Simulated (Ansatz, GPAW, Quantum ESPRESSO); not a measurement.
# SiC: valence-band photoemission, part 4 of 8

Aim: the valence spectrum of SiC from He I to hard X-rays, and which orbitals make each feature.

Ansatz 0.2.0, Quantum ESPRESSO 7.5 and GPAW 26.7.0; DFT, PBEsol, plane-wave PAW, default files, scalar-relativistic (the session's first sound run).

So far. Step 3 (With LDA): At this level the gap is 1.32 eV on the path. Step 5 (Quantum ESPRESSO: self-consistent run): At this level the gap is 1.24 eV on the k-mesh of the self-consistent run, which can miss the band edges.

**7. Projected DOS and spectra**

Level of this step: DFT, PBEsol, plane waves, ultrasoft GBRV pseudopotentials, scalar-relativistic (Quantum ESPRESSO).

projwfc.x splits the states by atom and shell, which the spectra need, since each shell has its own cross section.

Input file projwfc.in:

```
&projwfc
  prefix = 'pes'
  outdir = './tmp'
  filpdos = 'pes'
  ngauss = 0
  degauss = 0.00735
  DeltaE = 0.05
  Emin = -17.92
  Emax = 22.08
/
```

Run with:

```console
OMP_NUM_THREADS=1 mpirun -n 2 projwfc.x -nk 2 -in projwfc.in > projwfc.out
```

The program printed:

```text
[banner, memory and clock lines left out]
Program PROJWFC v.7.5 starts

          URL

     ./tmp/pes.save/

     IMPORTANT: XC functional enforced from input :
     Exchange-correlation= PBESOL
                           (   1   4  10   8   0   0   0)
     Any further DFT definition will be discarded
     Please, verify this is what you really want

     G-vector sticks info

     Gaussian broadening (read from input): ngauss,degauss=   0    0.007350

     Calling projwave ....

  Problem Sizes
  natomwfc =            8
  nbnd     =           12
  nkstot   =          328
  npwx     =          609
  nkb      =           26

     Atomic states used for projection
     (read from pseudopotential files):

     state #   1: atom   1 (Si ), wfc  1 (l=0 m= 1)
     state #   2: atom   1 (Si ), wfc  2 (l=1 m= 1)
     state #   3: atom   1 (Si ), wfc  2 (l=1 m= 2)
     state #   4: atom   1 (Si ), wfc  2 (l=1 m= 3)
     state #   5: atom   2 (C  ), wfc  1 (l=0 m= 1)
     state #   6: atom   2 (C  ), wfc  2 (l=1 m= 1)
     state #   7: atom   2 (C  ), wfc  2 (l=1 m= 2)
     state #   8: atom   2 (C  ), wfc  2 (l=1 m= 3)

 k =   0.0000000000  0.0000000000  0.0000000000
==== e(   1) =    -6.01918 eV ====
     psi = 0.553*[#   1]+0.444*[#   5]
    |psi|^2 = 0.997
==== e(   2) =     9.40203 eV ====
     psi = 0.304*[#   6]+0.304*[#   7]+0.304*[#   8]+0.016*[#   2]+0.016*[#   3]
          +0.016*[#   4]
    |psi|^2 = 0.960
==== e(   3) =     9.40203 eV ====
     psi = 0.304*[#   6]+0.304*[#   7]+0.304*[#   8]+0.016*[#   2]+0.016*[#   3]
          +0.016*[#   4]
    |psi|^2 = 0.960
==== e(   4) =     9.40203 eV ====
     psi = 0.304*[#   6]+0.304*[#   7]+0.304*[#   8]+0.016*[#   2]+0.016*[#   3]
          +0.016*[#   4]
    |psi|^2 = 0.960
==== e(   5) =    15.59024 eV ====
     psi = 0.508*[#   5]+0.426*[#   1]
    |psi|^2 = 0.933
==== e(   6) =    16.63883 eV ====
     psi = 0.312*[#   2]+0.312*[#   3]+0.312*[#   4]+0.014*[#   6]+0.014*[#   7]
          +0.014*[#   8]
    |psi|^2 = 0.977
==== e(   7) =    16.63883 eV ====
     psi = 0.312*[#   2]+0.312*[#   3]+0.312*[#   4]+0.014*[#   6]+0.014*[#   7]
          +0.014*[#   8]
    |psi|^2 = 0.977
==== e(   8) =    16.63883 eV ====
     psi = 0.312*[#   2]+0.312*[#   3]+0.312*[#   4]+0.014*[#   6]+0.014*[#   7]
          +0.014*[#   8]
    |psi|^2 = 0.977
==== e(   9) =    23.84442 eV ====

    |psi|^2 = 0.000
==== e(  10) =    23.84442 eV ====

    |psi|^2 = 0.000
==== e(  11) =    25.65163 eV ====
     psi = 0.025*[#   5]+0.006*[#   1]
    |psi|^2 = 0.032
==== e(  12) =    26.51366 eV ====
     psi = 0.007*[#   6]+0.007*[#   7]+0.007*[#   8]
    |psi|^2 = 0.023

 k =   0.0321412173  0.0321412173 -0.0321412173
==== e(   1) =    -5.97857 eV ====
     psi = 0.535*[#   1]+0.437*[#   5]+0.007*[#   2]+0.007*[#   3]+0.007*[#   4]
          +0.002*[#   6]+0.002*[#   7]+0.002*[#   8]
    |psi|^2 = 0.997
==== e(   2) =     9.16928 eV ====
     psi = 0.292*[#   6]+0.292*[#   7]+0.292*[#   8]+0.021*[#   2]+0.021*[#   3]
          +0.021*[#   4]+0.018*[#   5]+0.006*[#   1]
    |psi|^2 = 0.962
==== e(   3) =     9.37247 eV ====
     psi = 0.302*[#   6]+0.302*[#   7]+0.302*[#   8]+0.018*[#   2]+0.018*[#   3]
          +0.018*[#   4]
    |psi|^2 = 0.961
==== e(   4) =     9.37247 eV ====
     psi = 0.302*[#   6]+0.302*[#   7]+0.302*[#   8]+0.018*[#   2]+0.018*[#   3]
          +0.018*[#   4]
    |psi|^2 = 0.961
[...]
psi = 0.493*[#   5]+0.387*[#   1]+0.015*[#   2]+0.015*[#   3]+0.015*[#   4]
          +0.003*[#   6]+0.003*[#   7]+0.003*[#   8]
[...]
psi = 0.285*[#   2]+0.285*[#   3]+0.285*[#   4]+0.050*[#   1]+0.021*[#   6]
          +0.021*[#   7]+0.021*[#   8]+0.004*[#   5]
[...]
psi = 0.310*[#   2]+0.310*[#   3]+0.310*[#   4]+0.015*[#   6]+0.015*[#   7]
          +0.015*[#   8]
[...]
psi = 0.310*[#   2]+0.310*[#   3]+0.310*[#   4]+0.015*[#   6]+0.015*[#   7]
          +0.015*[#   8]
[...]
psi = 0.016*[#   5]+0.004*[#   1]+0.002*[#   6]+0.002*[#   7]+0.002*[#   8]

[...]
psi = 0.011*[#   5]+0.005*[#   6]+0.005*[#   7]+0.005*[#   8]+0.003*[#   1]

[...]
k =   0.0642824347  0.0642824347 -0.0642824347
[...]
+0.006*[#   6]+0.006*[#   7]+0.006*[#   8]
[...]
+0.031*[#   3]+0.031*[#   4]+0.021*[#   1]
[...]
+0.023*[#   4]
[...]
+0.023*[#   4]
[...]
+0.003*[#   6]+0.003*[#   7]+0.003*[#   8]
[...]
+0.020*[#   8]
[...]
+0.020*[#   8]
[...]
+0.045*[#   6]+0.045*[#   7]+0.045*[#   8]
[...]
psi = 0.005*[#   6]+0.005*[#   7]+0.005*[#   8]+0.003*[#   5]
[...]
psi = 0.027*[#   5]+0.008*[#   1]
[...]
k =   0.0964236520  0.0964236520 -0.0964236520
[...]
+0.011*[#   6]+0.011*[#   7]+0.011*[#   8]
[...]
+0.042*[#   3]+0.042*[#   4]+0.042*[#   1]
[...]
+0.031*[#   4]
[...]
+0.031*[#   4]
[...]
+0.070*[#   6]+0.070*[#   7]+0.070*[#   8]
[...]
psi = 0.029*[#   5]+0.008*[#   1]
[...]
k =   0.1285648693  0.1285648693 -0.1285648693
[...]
+0.016*[#   6]+0.016*[#   7]+0.016*[#   8]
[...]
+0.050*[#   2]+0.050*[#   3]+0.050*[#   4]
[...]
+0.002*[#   6]+0.002*[#   7]+0.002*[#   8]
[...]
+0.083*[#   2]+0.083*[#   3]+0.083*[#   4]
[...]
+0.001*[#   2]+0.001*[#   3]+0.001*[#   4]
[...]
psi = 0.028*[#   5]+0.006*[#   1]
[...]
k =   0.1607060866  0.1607060866 -0.1607060866
[...]
k =   0.1928473040  0.1928473040 -0.1928473040
[...]
k =   0.2249885213  0.2249885213 -0.2249885213
[...]
k =   0.2571297386  0.2571297386 -0.2571297386
[...]
k =   0.2892709559  0.2892709559 -0.2892709559
[...]
k =   0.3214121733  0.3214121733 -0.3214121733
[...]
k =  -0.3535533906 -0.3535533906  0.3535533906
[...]
+0.036*[#   3]+0.036*[#   4]
[...]
k =   0.0642824347  0.0000000000 -0.0000000000
[...]
psi = 0.021*[#   5]+0.005*[#   1]
[...]
psi = 0.007*[#   6]+0.007*[#   7]+0.007*[#   8]
[...]
k =   0.0964236520  0.0321412173 -0.0321412173
[...]
psi = 0.001*[#   5]
[...]
k =   0.1285648693  0.0642824347 -0.0642824347
[...]
psi = 0.027*[#   5]+0.007*[#   1]
[...]
k =   0.1607060866  0.0964236520 -0.0964236520
[...]
psi = 0.028*[#   5]+0.006*[#   1]
[...]
+0.015*[#   8]+0.001*[#   1]
[...]
+0.015*[#   8]+0.005*[#   5]
[...]
psi = 0.001*[#   6]+0.001*[#   7]+0.001*[#   8]
[...]
psi = 0.001*[#   5]+0.001*[#   1]
[...]
psi = 0.004*[#   6]+0.004*[#   7]+0.004*[#   8]+0.003*[#   5]
[...]
+0.028*[#   4]+0.003*[#   1]
[...]
psi = 0.007*[#   6]+0.007*[#   7]+0.007*[#   8]+0.002*[#   5]
[...]
psi = 0.004*[#   5]+0.003*[#   1]
[...]
psi = 0.017*[#   5]+0.005*[#   1]
[...]
psi = 0.007*[#   6]+0.007*[#   7]+0.007*[#   8]
[...]
psi = 0.005*[#   6]+0.005*[#   7]+0.005*[#   8]+0.003*[#   5]
[...]
psi = 0.002*[#   2]+0.002*[#   3]+0.002*[#   4]
[...]
psi = 0.025*[#   5]+0.006*[#   1]
[...]
+0.014*[#   8]
[...]
+0.066*[#   4]
[...]
+0.040*[#   8]
[...]
+0.014*[#   8]
[...]
+0.062*[#   4]
[...]
+0.038*[#   8]
[...]
+0.012*[#   8]
[...]
+0.056*[#   4]
[...]
[... cut ...]
  5]+0.015*[#   2]+0.015*[#   3]+0.015*[#   4]+0.010*[#   6]
[...]
+0.024*[#   4]+0.005*[#   5]
[...]
k =  -0.1928473040 -0.3856946079  0.5785419119
[...]
k =  -0.1607060866 -0.3535533906  0.5464006946
[...]
+0.024*[#   4]+0.017*[#   5]
[...]
k =   0.4499770426  0.1928473040  0.0000000000
[...]
+0.013*[#   4]+0.002*[#   5]
[...]
k =  -0.2249885213 -0.4821182599  0.6749655639
[...]
+0.051*[#   3]+0.051*[#   4]
[...]
+0.004*[#   7]+0.004*[#   8]
[...]
+0.018*[#   4]+0.001*[#   5]
[...]
k =  -0.1928473040 -0.4499770426  0.6428243465
[...]
+0.024*[#   4]+0.001*[#   5]
[...]
k =  -0.1607060866 -0.4178358252  0.6106831292
[...]
+0.024*[#   4]+0.007*[#   5]
[...]
k =  -0.1285648693 -0.3856946079  0.5785419119
[...]
+0.055*[#   7]+0.055*[#   8]
[...]
+0.018*[#   7]+0.018*[#   8]+0.004*[#   5]
[...]
psi = 0.021*[#   2]+0.021*[#   3]+0.021*[#   4]+0.017*[#   6]+0.017*[#   7]
          +0.017*[#   8]+0.005*[#   1]+0.004*[#   5]
    |psi|^2 = 0.121
==== e(  12) =    30.94756 eV ====
     psi = 0.021*[#   6]+0.021*[#   7]+0.021*[#   8]+0.020*[#   2]+0.020*[#   3]
          +0.020*[#   4]+0.012*[#   5]
    |psi|^2 = 0.136

 k =  -0.0964236520 -0.3535533906  0.5464006946
==== e(   1) =    -1.47706 eV ====
     psi = 0.524*[#   5]+0.113*[#   1]+0.105*[#   2]+0.105*[#   3]+0.105*[#   4]
          +0.014*[#   6]+0.014*[#   7]+0.014*[#   8]
    |psi|^2 = 0.996
==== e(   2) =     2.00221 eV ====
     psi = 0.236*[#   1]+0.165*[#   6]+0.165*[#   7]+0.165*[#   8]+0.079*[#   2]
          +0.079*[#   3]+0.079*[#   4]+0.031*[#   5]
    |psi|^2 = 0.997
==== e(   3) =     4.72073 eV ====
     psi = 0.191*[#   6]+0.191*[#   7]+0.191*[#   8]+0.095*[#   2]+0.095*[#   3]
          +0.095*[#   4]+0.091*[#   1]+0.044*[#   5]
    |psi|^2 = 0.994
==== e(   4) =     6.52490 eV ====
     psi = 0.206*[#   6]+0.206*[#   7]+0.206*[#   8]+0.120*[#   2]+0.120*[#   3]
          +0.120*[#   4]+0.010*[#   1]+0.003*[#   5]
    |psi|^2 = 0.991
==== e(   5) =    14.41253 eV ====
     psi = 0.120*[#   2]+0.120*[#   3]+0.120*[#   4]+0.118*[#   6]+0.118*[#   7]
          +0.118*[#   8]+0.030*[#   1]+0.006*[#   5]
    |psi|^2 = 0.751
==== e(   6) =    17.16284 eV ====
     psi = 0.214*[#   5]+0.126*[#   2]+0.126*[#   3]+0.126*[#   4]+0.110*[#   1]
          +0.021*[#   6]+0.021*[#   7]+0.021*[#   8]
    |psi|^2 = 0.764
==== e(   7) =    19.65963 eV ====
     psi = 0.330*[#   1]+0.107*[#   6]+0.107*[#
```

It took 1.3 s on 2 MPI ranks of Arm Neoverse V1, shared host.

Numbers from this step:

- gap from the DOS mesh: 1.245 eV
- share of occupied states in no projected shell: 0.0082 of the occupied states in the window

Maxima picked by a test of local sharpness, so broad peaks and shoulders can be missing; peaks within 0.45 eV of a curve's cut are left out. Valence peaks, by row:

```tsv
photon energy (eV)	binding energy (eV)	height (% of the maximum within 13 eV)	main shell	its share (%)
21.2	10.62	8.41	C 2s	55.57
21.2	7.171	49.73	C 2p	93.28
21.2	1.421	100	C 2p	97.94
60	11.27	45.63	C 2s	67.01
60	7.121	62.7	C 2p	64.66
60	1.721	100	C 2p	84.78
250	11.32	100	C 2s	66.49
250	7.121	79.72	Si 3s	39.36
250	2.921	86.24	Si 3p	44
1487	11.47	100	C 2s	56.04
1487	7.171	98.64	Si 3s	74.72
1487	3.221	52.48	Si 3p	40.06
9252	11.62	74.8	Si 3s	56.57
9252	7.171	100	Si 3s	90.35
```

Spectra as before, but with a recipe of its own (widths, and in some runs the light), which changes peak heights and what is resolved: Gaussian 0.35 eV, Lorentzian 0.1 eV plus 0.08 times the binding energy, unpolarised light, analyser at 54.7°, Fermi edge at 77 K; some photon energies differ too.

(Part 4 of 8 ends here.)

[Logs are printed without paths, hosts, clocks, repeated set-up lines and the standing remarks that a program may print on its own settings, such as how far it seeks lower states.]

[Hosts, paths, dates, database ids (printed as entryN), source tags and the programs' standing remarks are cut or masked in the printed files.]

[Maps of the electrostatic potential energy from Ansatz leave out the sawtooth potential of an applied field or a dipole correction, so their vacuum need not be flat; work functions include it.]

[Peak lists hold at most the 14 tallest peaks of each spectrum; further lines can be left out.]
